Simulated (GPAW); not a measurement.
# PbSe (Clausthalite) (Fm-3m) in GPAW: settings compared

One crystal, PbSe (Clausthalite), is run at these levels: PW91, RPBE; tasks: band structure, equation of state.

All numbers are computed with GPAW 26.7.0; they aren't measurements. Logs are shortened: lines on timing, memory, paths and dates and some standing lists are left out, and cuts for length are marked. The log counts tension as positive stress, the text compression.

**Experimental background.**

A printed reference work, monograph reports, for a bulk crystal of PbSe at 300 K: band gap 0.28 eV (direct).

The results are compared with them further down.

## Step 1: The structure

It takes space group Fm-3m (No. 225, cubic). Conventional cell: a = 6.121 Å, b = 6.121 Å, c = 6.121 Å, α = 90.00°, β = 90.00°, γ = 90.00°. Pb (site symmetry m-3m) is surrounded by 6 Se at 3.06 Å. Se (site symmetry m-3m) has 6 Pb at 3.06 Å as nearest neighbours.

## Step 2: Band structure, PW91, spin-orbit coupling, no magnetisation

Contents of run.py:

```python
import numpy as np
from ase import Atoms
from ase.dft.bandgap import bandgap
from ase.io import write
from ase.units import GPa
from gpaw import GPAW, PW, setup_paths
from gpaw.spinorbit import soc_eigenstates

setup_paths.insert(0, '.')

atoms = Atoms(['Pb', 'Se'],
              cell=[[0.0, 3.06065, 3.06065],
                    [3.06065, 0.0, 3.06065],
                    [3.06065, 3.06065, 0.0]],
              scaled_positions=[[0.0, 0.0, 0.0],
                                [0.5, 0.5, 0.5]],
              pbc=True)

calc = GPAW(mode=PW(600),
            xc='GGA_X_PW91+GGA_C_PW91',
            kpts={'size': (6, 6, 6), 'gamma': True},
            occupations={'name': 'fermi-dirac', 'width': 0.05},
            nbands=19,
            convergence={'density': 1e-05, 'energy': 1e-05},
            maxiter=150,
            txt='gpaw.txt')
atoms.calc = calc
energy = atoms.get_potential_energy()
forces = atoms.get_forces()
stress = atoms.get_stress()
calc.write('gs.gpw')
write('result.traj', atoms)
print(f'Energy: {energy:.6f} eV')
print('Forces (eV/A):')
print(forces.round(4))
print('Stress (GPa):', (stress / GPa).round(3))
print('Fermi level:', round(calc.get_fermi_level(), 4), 'eV')
print(f'Gap: {bandgap(calc)[0]:.4f} eV, direct: {bandgap(calc, direct=True)[0]:.4f} eV')

path = atoms.cell.bandpath('GXWKGLUWLK,UX', npoints=100, eps=1e-4)
bs_calc = calc.fixed_density(kpts=path, symmetry='off', nbands=31,
                             convergence={'bands': 'CBM+6.0', 'eigenstates': 1e-6}, txt='bands.txt')
bs = bs_calc.band_structure()
bs.write('bs.json')
print(f'Gap on the path: {bandgap(bs_calc)[0]:.4f} eV')

soc = soc_eigenstates(bs_calc, theta=54.7, phi=45)
np.savetxt('soc_bands.dat', soc.eigenvalues(), fmt='%.4f')
mesh = soc_eigenstates('gs.gpw', theta=54.7, phi=45)
np.savetxt('soc_mesh.dat', mesh.eigenvalues(), fmt='%.4f')
print('Fermi level with spin-orbit coupling:', round(mesh.fermi_level, 4), 'eV')
```

Potentials or basis: PAW data sets generated in the run's folder for this functional, pw.

The run is started by

```
$ gpaw-setup -f GGA_X_PW91+GGA_C_PW91 Pb Se
$ OMP_NUM_THREADS=1 python run.py
```

gpaw.txt:

```text
__  _  _
 | _ |_)|_||  |
 |__||  | ||/\| - 26.7.0

Input parameters:
  mode=PW(ecut=600.0),
  convergence={'density': 1e-05, 'energy': 1e-05},
  kpts=MonkhorstPack(size=(6, 6, 6), gamma=True),
  maxiter=150,
  nbands=19,
  occupations=Occupations(name='fermi-dirac', width=0.05),
  xc=XC(name='GGA_X_PW91+GGA_C_PW91')

Diagonalizing LCAO Hamiltonian
Converting LCAO to pw mode

                Se

       Pb

Atoms  # Å, Bohr magnetons
|   | symbol |        x |        y |        z |    initial magnetic moments |
|---|--------|----------|----------|----------|-----------------------------|
| 0 |     Pb | 0.000000 | 0.000000 | 0.000000 | ( 0.0000,  0.0000,  0.0000) |
| 1 |     Se | 3.060650 | 3.060650 | 3.060650 | ( 0.0000,  0.0000,  0.0000) |

Unit cell  # Å
| periodic |        x |        y |        z |  lengths |    angles |
|----------|----------|----------|----------|----------|-----------|
|      yes | 0.000000 | 3.060650 | 3.060650 | 4.328413 | 60.000000 |
|      yes | 3.060650 | 0.000000 | 3.060650 | 4.328413 | 60.000000 |
|      yes | 3.060650 | 3.060650 | 0.000000 | 4.328413 | 60.000000 |

Number of symmetries: 48
Symmetry operations  # r_c * U_cc + t_c -> r_c
|    | kind |            matrix            |
|----|------|------------------------------|
|  0 |  σ   |  1, 0, 0,  1, 0,-1,  1,-1, 0 |
|  1 |  C2  |  1, 0, 0,  1,-1, 0,  1, 0,-1 |
|  2 |  E   |  1, 0, 0,  0, 1, 0,  0, 0, 1 |
|  3 |  σ   |  1, 0, 0,  0, 0, 1,  0, 1, 0 |
|  4 |  C4  |  1, 0,-1,  1, 0, 0,  1,-1, 0 |
|  5 |  S6  |  1, 0,-1,  1,-1, 0,  1, 0, 0 |
|  6 |  σ   |  1, 0,-1,  0, 1,-1,  0, 0,-1 |
|  7 |  C3  |  1, 0,-1,  0, 0,-1,  0, 1,-1 |
|  8 |  S6  |  1,-1, 0,  1, 0, 0,  1, 0,-1 |
|  9 |  C4  |  1,-1, 0,  1, 0,-1,  1, 0, 0 |
| 10 |  C3  |  1,-1, 0,  0,-1, 1,  0,-1, 0 |
| 11 |  σ   |  1,-1, 0,  0,-1, 0,  0,-1, 1 |
| 12 |  σ   |  0, 1, 0,  1, 0, 0,  0, 0, 1 |
| 13 |  C4  |  0, 1, 0,  0, 1,-1, -1, 1, 0 |
| 14 |  C3  |  0, 1, 0,  0, 0, 1,  1, 0, 0 |
| 15 |  S6  |  0, 1, 0, -1, 1, 0,  0, 1,-1 |
| 16 |  C2  |  0, 1,-1,  1, 0,-1,  0, 0,-1 |
| 17 |  σ   |  0, 1,-1,  0, 1, 0, -1, 1, 0 |
| 18 |  S4  |  0, 1,-1,  0, 0,-1,  1, 0,-1 |
| 19 |  C4  |  0, 1,-1, -1, 1, 0,  0, 1, 0 |
| 20 |  C3  |  0, 0, 1,  1, 0, 0,  0, 1, 0 |
| 21 |  σ   |  0, 0, 1,  0, 1, 0,  1, 0, 0 |
| 22 |  S6  |  0, 0, 1,  0,-1, 1, -1, 0, 1 |
| 23 |  C4  |  0, 0, 1, -1, 0, 1,  0,-1, 1 |
| 24 |  S4  |  0, 0,-1,  1, 0,-1,  0, 1,-1 |
| 25 |  C3  |  0, 0,-1,  0, 1,-1,  1, 0,-1 |
| 26 |  C2  |  0, 0,-1,  0,-1, 0, -1, 0, 0 |
| 27 |  S6  |  0, 0,-1, -1, 0, 0,  0,-1, 0 |
| 28 |  S4  |  0,-1, 1,  1,-1, 0,  0,-1, 0 |
| 29 |  C4  |  0,-1, 1,  0, 0, 1, -1, 0, 1 |
| 30 |  C2  |  0,-1, 1,  0,-1, 0,  1,-1, 0 |
| 31 |  σ   |  0,-1, 1, -1, 0, 1,  0, 0, 1 |
| 32 |  C3  |  0,-1, 0,  1,-1, 0,  0,-1, 1 |
| 33 |  S6  |  0,-1, 0,  0, 0,-1, -1, 0, 0 |
| 34 |  S4  |  0,-1, 0,  0,-1, 1,  1,-1, 0 |
| 35 |  C2  |  0,-1, 0, -1, 0, 0,  0, 0,-1 |
| 36 |  C2  | -1, 1, 0,  0, 1, 0,  0, 1,-1 |
| 37 |  S6  | -1, 1, 0,  0, 1,-1,  0, 1, 0 |
| 38 |  S4  | -1, 1, 0, -1, 0, 1, -1, 0, 0 |
| 39 |  C3  | -1, 1, 0, -1, 0, 0, -1, 0, 1 |
| 40 |  S6  | -1, 0, 1,  0, 0, 1,  0,-1, 1 |
| 41 |  C2  | -1, 0, 1,  0,-1, 1,  0, 0, 1 |
| 42 |  C3  | -1, 0, 1, -1, 1, 0, -1, 0, 0 |
| 43 |  S4  | -1, 0, 1, -1, 0, 0, -1, 1, 0 |
| 44 |  C2  | -1, 0, 0,  0, 0,-1,  0,-1, 0 |
| 45 |  i   | -1, 0, 0,  0,-1, 0,  0, 0,-1 |
| 46 |  σ   | -1, 0, 0, -1, 1, 0, -1, 0, 1 |
| 47 |  C2  | -1, 0, 0, -1, 0, 1, -1, 1, 0 |

BZ-sampling:
  Number of BZ points: 216
  Number of IBZ points: 16

  Monkhorst-Pack size: [6, 6, 6]
  Monkhorst-Pack shift: [0.08333333333333333, 0.08333333333333333, 0.08333333333333333]

K-points  # in reciprocal-cell coordinates
|     |                                coordinates |     weight |
|-----|--------------------------------------------|------------|
|   0 | (  0.00000000,   0.00000000,   0.00000000) | 0.00462963 |
|   1 | (  0.16666667,   0.16666667,   0.00000000) | 0.02777778 |
|   2 | (  0.16666667,   0.16666667,   0.16666667) | 0.03703704 |
|   3 | (  0.33333333,   0.16666667,   0.16666667) | 0.05555556 |
|   4 | (  0.33333333,   0.33333333,  -0.33333333) | 0.05555556 |
|   5 | (  0.33333333,   0.33333333,   0.00000000) | 0.02777778 |
|   6 | (  0.33333333,   0.33333333,   0.16666667) | 0.11111111 |
|   7 | (  0.33333333,   0.33333333,   0.33333333) | 0.03703704 |
|   8 | (  0.50000000,   0.33333333,  -0.33333333) | 0.11111111 |
|   9 | (  0.50000000,   0.33333333,  -0.16666667) | 0.05555556 |
| ... |                                            |            |
|  15 | (  0.50000000,   0.50000000,   0.50000000) | 0.01851852 |

Plane wave coefficients: 1936
Cutoff: 600.0 eV

Spin-components: 1 (collinear spins)
Bands:           19
Projectors:      11
Spin-degeneracy: 2
Datatype:        complex128

Parallelization:
  kpt:    1
  domain: 1
  band:   1

Density:
  Valence electrons: 20.0
  Components: 1
  Grid points: [25 25 25]
  Charge: 0.0  # |e|

Potential:
  Grid points: [25 25 25]

species:
  Pb:
    name:    Lead
    Z:       82.0
    valence: 14
    core:    68
    charge:  0.0  # [|e|]
    compensation charges:
      type: gauss
      rc: 0.38  # [Å]
      lmax: 2
    cutoffs:
      filter: 2.36  # [Å]
      core: 2.43  # [Å]
    projectors
    | kind |    occ | energy [eV] | rcut [Å] |
    |------|--------|-------------|----------|
    |   6s |  2.000 |     -12.042 |    1.259 |
    |   6p |  2.000 |      -3.552 |    1.275 |
    |   5d | 10.000 |     -21.241 |    1.217 |
    |    s |        |      15.170 |    1.259 |
    |    p |        |      23.659 |    1.275 |
    |    d |        |       5.970 |    1.217 |

    Using partial waves for Pb as LCAO basis

  Se:
    name:    Selenium
    Z:       34.0
    valence: 6
    core:    28
    charge:  0.0  # [|e|]
    compensation charges:
      type: gauss
      rc: 0.27  # [Å]
      lmax: 2
    cutoffs:
      filter: 1.77  # [Å]
      core: 2.67  # [Å]
    projectors
    | kind |    occ | energy [eV] | rcut [Å] |
    |------|--------|-------------|----------|
    |   4s |  2.000 |     -17.350 |    0.847 |
    |   4p |  4.000 |      -6.562 |    1.005 |
    |    s |        |       9.861 |    0.847 |
    |    p |        |      20.650 |    1.005 |
    |    d |        |       0.000 |    0.847 |

    Using partial waves for Se as LCAO basis

Reference energy: -633443.767082  # eV

eigensolver:
  PPCG
  Converge bands: occupied
  niter=2

density mixing:
  MSR1-Mixer
  Pratt-step length: 0.05
  Maximum mixing coefficient: 0.75
  Old densities: 10
  SVD Regularization: 0.005
  Good broyden scale: 1.0
  Trust region scale: 1.0
  Backstep threshold: 4.0
  History deletion threshold: 6.0
  Fourier metric: weight=20.0, sigma=0.015

occupation numbers:
  Fermi-Dirac:
    width: 0.0500  # eV

poisson solver:
  ecut: 4800.0  # eV

xc functional:
  name: GGA_X_PW91+GGA_C_PW91 with 2 nearest neighbor stencil

convergence criteria:
- Maximum integral of absolute [dens]ity change: 1e-05 electrons / valence electron
- Maximum [total energy] change in last 3 cyles: 1e-05 eV / valence electron
- Maximum integral of absolute [eigenst]ate change: 4e-08 eV^2 / valence electron
maximum number of iterations: 150

SCF iterations
|iter     | |      energy | eigst |  dens |
|---------|-|-------------|-------|-------|
|iter:   1| |   -8.726805 | -0.22 |       |
|iter:   2| |   -8.665123 | -2.07 | -1.23 |
|iter:   3| |   -8.465082 | -1.91 | -1.28 |
|iter:   4| |   -8.466187 | -3.78 | -1.90 |
|iter:   5| |   -8.466695 | -4.37 | -2.29 |
|iter:   6| |   -8.466718 | -5.57 | -3.25 |
|iter:   7| |   -8.466720c| -6.74 | -3.79 |
|iter:   8| |   -8.466720c| -7.67c| -4.48 |
|iter:   9| |   -8.466720c| -7.79c| -5.26c|

Converged in 9 steps
Energy contributions relative to reference atoms: (reference = -633443.767082)

Energy contributions:
  Kinetic:          19.481997
  Coulomb:         -19.708689
  Zero:             -0.040167
  External:          0.000000
  Xc:               -8.199359
  Entropy:          -0.001004
  Spinorbit:         0.000000
  ----------------------------
  Free energy:      -8.467222
  Extrapolated:     -8.466720

dipole moment: (-25.898528, -25.898528, -25.898528)  # |e|*Ang

Fermi level: 6.186
Eigenvalues  # (at kpt = [0.000, 0.000, 0.000])
| band index |      eig [eV] | occ [0-2] |
|------------|---------------|-----------|
|          0 |       -10.789 |     2.000 |
|        ... |               |           |
|          2 |       -10.786 |     2.000 |
|          3 |       -10.786 |     2.000 |
|          4 |       -10.786 |     2.000 |
|          5 |        -7.557 |     2.000 |
|          6 |        -0.242 |     2.000 |
|          7 |         4.154 |     2.000 |
[... 9 lines left out ...]
|         17 |        14.467 |     0.000 |
|         18 |        15.079 |     0.000 |

Gap: 0.249 eV
Transition (v -> c):
  (s=0, k=15, n=9, [0.50, 0.50, 0.50]) -> (s=0, k=15, n=10, [0.50, 0.50, 0.50])
No difference between direct/indirect transitions

Forces  # eV/Ang
|       x |        y |        z |
|---------|----------|----------|
| 0.00000 |  0.00000 |  0.00000 |  # Pb   0
| 0.00000 | -0.00000 | -0.00000 |  # Se   1

Stress tensor  # eV/Ang^3
|         x |         y |         z |
|-----------|-----------|-----------|
| -0.012330 | -0.000000 | -0.000000 |
| -0.000000 | -0.012330 | -0.000000 |
| -0.000000 | -0.000000 | -0.012330 |

# Writing to gs.gpw (mode='')
```

It took 60 s on 1 thread of Arm Neoverse V2, shared host; peak memory 0.34 GiB.

What came out:

```
Free energy             : -8.4672 eV
Pressure                : 2.0 GPa
Band gap on the k mesh  : 0.41 eV, direct
Band gap along the path : 0.44 eV, indirect (least direct gap 0.48 eV)
```

Levels at the corners of the path, in eV from the valence-band top:
| point | band 17 | band 18 | band 19 | band 20 | band 21 | band 22 | band 23 | band 24 |
| --- | --- | --- | --- | --- | --- | --- | --- | --- |
| Γ | -1.25 | -1.25 | -1.25 | -1.25 | 3.12 | 3.12 | 6.06 | 6.06 |
| X | -3.16 | -3.16 | -2.57 | -2.57 | 4.13 | 4.13 | 4.70 | 4.70 |
| W | -3.72 | -3.72 | -0.38 | -0.38 | 1.99 | 1.99 | 5.26 | 5.26 |
| K | -2.50 | -2.50 | -1.88 | -1.88 | 3.24 | 3.25 | 4.57 | 4.57 |
| Γ | -1.25 | -1.25 | -1.25 | -1.25 | 3.12 | 3.12 | 6.06 | 6.06 |
| L | -0.95 | -0.95 | -0.04 | -0.04 | 0.44 | 0.44 | 1.80 | 1.80 |
| U | -2.50 | -2.50 | -1.88 | -1.88 | 3.24 | 3.25 | 4.57 | 4.57 |
| W | -3.72 | -3.72 | -0.38 | -0.38 | 1.99 | 1.99 | 5.26 | 5.26 |
| L | -0.95 | -0.95 | -0.04 | -0.04 | 0.44 | 0.44 | 1.80 | 1.80 |
| K | -2.50 | -2.50 | -1.88 | -1.88 | 3.24 | 3.25 | 4.57 | 4.57 |
| U | -2.50 | -2.50 | -1.88 | -1.88 | 3.24 | 3.25 | 4.57 | 4.57 |
| X | -3.16 | -3.16 | -2.57 | -2.57 | 4.13 | 4.13 | 4.70 | 4.70 |

Caveat: spin-orbit coupling was added after a scalar SCF, so levels and gaps hold it while energy, forces, pressure and moments don't; this program's spin-orbit splittings come out too wide for heavy elements.

## Step 3: Equation of state, RPBE

Contents of run.py:

```python
from ase.eos import EquationOfState
from ase.io import Trajectory, read
from ase.units import GPa
from gpaw import GPAW, PW

atoms = read('PbSe.cif')

traj = Trajectory('eos.traj', 'w')
volumes, energies = [], []
for x in [0.94, 0.96, 0.98, 1.0, 1.02, 1.04, 1.06]:
    a = atoms.copy()
    a.set_cell(atoms.cell * x**(1 / 3), scale_atoms=True)
    calc = GPAW(mode=PW(600),
                xc='RPBE',
                kpts={'size': (6, 6, 6), 'gamma': True},
                occupations={'name': 'fermi-dirac', 'width': 0.05},
                nbands=19,
                convergence={'density': 1e-05, 'energy': 1e-05},
                maxiter=150,
                txt=f'eos-{x:.2f}.txt')
    a.calc = calc
    energies.append(a.get_potential_energy(force_consistent=True))
    volumes.append(a.get_volume())
    p = -a.get_stress()[:3].mean() / GPa
    calc.write(f'eos-{x:.2f}.gpw')
    traj.write(a)
    print(f'{x:.2f} {volumes[-1]:10.4f} A^3 {energies[-1]:14.6f} eV {p:9.3f} GPa', flush=True)

v0, e0, B = EquationOfState(volumes, energies, eos='birchmurnaghan').fit()
print(f'V0 = {v0:.4f} A^3, E0 = {e0:.6f} eV, B0 = {B / GPa:.2f} GPa')
```

Contents of PbSe.cif:

```cif
data_PbSe
_cell_length_a 4.32841274
_cell_length_b 4.32841274
_cell_length_c 4.32841274
_cell_angle_alpha 60.00000000
_cell_angle_beta 60.00000000
_cell_angle_gamma 60.00000000
_space_group_name_H-M_alt 'P1'
_space_group_name_Hall 'P 1'
_space_group_IT_number 1
loop_
_space_group_symop_operation_xyz
'x,y,z'
loop_
_atom_site_label
_atom_site_type_symbol
_atom_site_symmetry_multiplicity
_atom_site_Wyckoff_symbol
_atom_site_fract_x
_atom_site_fract_y
_atom_site_fract_z
_atom_site_occupancy
Pb1 Pb 1 a 0.0000000000 0.0000000000 0.0000000000 1
Se1 Se 1 a 0.5000000000 0.5000000000 0.5000000000 1
```

Potentials or basis: the program's PAW data sets (release 1.2.1) made for this functional, pw.

The run is started by

```
$ OMP_NUM_THREADS=1 python run.py
```

It took 65 s on 1 thread of Arm Neoverse V2, shared host; peak memory 0.24 GiB.

It converged, with:

```
Equilibrium volume : 31.04 Å³/atom (rough: see the caveat)
Bulk modulus       : 43 GPa (rough)
```

Energy against volume, from the lowest point:
```
volume (Å³/atom)  energy (meV/atom)
          26.951              88.82
          27.524              62.97
          28.097              42.05
          28.671              25.69
          29.244              13.47
          29.818               5.03
          30.391               0.00
```

Caveat: the minimum lies outside the volumes run. The run has no spin-orbit coupling, so splittings on Pb are missing.

## Step 4: Comparison with measurements

Step 2. A measured gap of PbSe is 0.28 eV (direct; 300 K; a printed reference work, monograph); the calculated 0.41 eV misses it by +0.13 eV. 2 values of this kind are on record (0.15 to 0.28 eV); this one was drawn at random. The value is that of PW91 on a finite k mesh, which can miss the band edges, without temperature or zero-point motion.
